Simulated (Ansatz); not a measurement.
Name a neutral molecule of C, O and H with LUMO energy (B3LYP/def2-TZVPP) between -0.80 and -0.50 eV and size of the dipole moment (B3LYP/def2-TZVPP) between 1.15 and 1.45 D (Ansatz, PBE0-D4/def2-TZVP geometry).

`OCc1ccccc1` (-0.55 eV, 1.44 D). Other molecules can fit too; these were computed, each in one conformer that needn't be the lowest.

B3LYP here is the variant with VWN-RPA as its local correlation; programs differ in this.
